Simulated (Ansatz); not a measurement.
Crystal: Ir.

```
CELL_PARAMETERS angstrom
0.00000 1.91560 1.91560
1.91560 0.00000 1.91560
1.91560 1.91560 0.00000
ATOMIC_POSITIONS crystal
Ir 0.00000 0.00000 0.00000
```

* Program: Ansatz 0.2.0
* Task: relaxation of cell and atoms
* Functional: BLYP
* Dispersion: D3(BJ)
* Potentials or basis: all-electron LAPW, scalar-relativistic
* Basis error allowed: 0.001 eV/atom
* k mesh: 12 × 12 × 12
* Occupations: fermi-dirac, width 0.05 eV
* Spin: no spin polarisation

At the start: volume 14.06 Å³/atom.

Question: Where does the relaxation end?

Answer: Over 4 steps the energy falls by 7.3 meV/atom and the volume is 14.36 Å³/atom (+2.2 %); space group Fm-3m (No. 225, to 0.05 Å).

The path:
```
step  energy change (eV)  largest force (eV/Å)  volume (Å³)
   1              0.0000                0.0000        14.06
   2             -0.0073                0.0000        14.38
   3             -0.0073                0.0000        14.36
   4             -0.0073                0.0000        14.36
```

Final structure:
```yaml
crystal:
  lattice:
    - [0.00000, 1.92927, 1.92927]
    - [1.92927, 0.00000, 1.92927]
    - [1.92927, 1.92927, 0.00000]
  atoms:
    - { symbol: Ir, position: [0.00000, 0.00000, 0.00000] }
```
